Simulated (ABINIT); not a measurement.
Crystal: B.

```xyz
1
Lattice="1.8852 0.0000 0.0000 0.0000 1.8852 0.0000 0.0000 0.0000 1.8852" Properties=species:S:1:pos:R:3 pbc="T T T"
B     0.9426    0.9426    0.9426
```

The cell was built by a generator and needn't be a form met in nature.

Base run:

- Program: ABINIT 10.8.3 (patched build)
- Functional: LDA
- Potentials or basis: JTH PAW PBE v2.0
- Cutoff: 490 eV
- k mesh: 14 × 14 × 14
- Occupations: fermi-dirac, width 0.05 eV
- Spin: no spin polarisation

Its results: band gap on the k mesh none (metal or under the smearing width); pressure -7.0 GPa.

**Question.** The run is repeated on the same cell with these changes: functional from LDA to r2SCAN. What comes out?

**Answer.** Band gap on the k mesh none (metal or under the smearing width); pressure 0.0 GPa.

Caveats: the PAW data sets were made with another functional, which shifts forces and pressure a little.
